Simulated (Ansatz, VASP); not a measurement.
Given: the input of a run of VASP 6.6.1 on Al.

Contents of INCAR:

```
PREC     = Accurate       # precision mode
ENCUT    = 520            # plane-wave cutoff, eV
EDIFF    = 1E-6           # SCF threshold, eV
ISMEAR   = -1             # smearing method
SIGMA    = 0.05           # smearing width, eV
LREAL    = F              # projectors in reciprocal space
LASPH    = T              # aspherical terms in the spheres
NELM     = 80             # most SCF steps
ALGO     = Normal         # electronic algorithm
ISIF     = 2              # what is computed and relaxed
LWAVE    = F              # write WAVECAR
LCHARG   = F              # write CHGCAR
GGA      = PE             # functional
NBANDS   = 10             # bands
```

Contents of KPOINTS:

```
Automatic mesh
0
Gamma
  7 7 10
```

File POSCAR:

```
Al
1.0
    4.6065622561      0.0000000000      0.0000000000
   -2.3032861939      3.9893962053      0.0000000000
    0.0000000000      0.0000000000      2.7901700770
Al
2
Direct
    0.3333300000      0.6666700000      0.5000000000
    0.6666700000      0.3333300000      0.5000000000
```

Potentials or basis: VASP PAW PBE potentials, release 64 (Al).

Run with:

```bash
$ cat potpaw_PBE.64/Al/POTCAR > POTCAR
$ mpirun -np 1 vasp_std > vasp.out
```

Task: Translate it to Ansatz 0.2.0. Potentials there: Ansatz PAW.

Result: As run (the cutoff follows the program's own potentials):

File input.yaml:

```yaml
crystal:
  lattice:
    - [4.6065622561, 0.0, 0.0]
    - [-2.3032861939, 3.9893962053, 0.0]
    - [0.0, 0.0, 2.790170077]
  atoms:
    - { symbol: Al, position: [0.33333, 0.66667, 0.5] }
    - { symbol: Al, position: [0.66667, 0.33333, 0.5] }
hamiltonian:
  xc: pbe
  pseudopotentials: { kind: paw }
kpoints:
  mp_grid: { grid: [7, 7, 10] }
scf:
  occupations: { method: fermi_dirac, width: 0.05 }
output:
  forces: true
  stress: true
  eigenvalues: true
```

Potentials or basis: Ansatz PAW.

The run is started by

```sh
$ ansatz run input.yaml --threads 1 --pin off --max-ram 3584MiB --backend cpu --events-out ev --progress --plain --runs-dir out
```

Both were run:

|  | VASP | Ansatz | Ansatz less VASP |
| --- | --- | --- | --- |
| gap on the k mesh at the Fermi level (eV) | none | none | - |
| pressure (GPa) | -1.7 | -1.6 | +0.02 |
| largest component of the traceless stress (GPa) | 0.40 | 0.41 | +0.007 |

A gap of «none» marks a metal or a gap that the smearing closes.
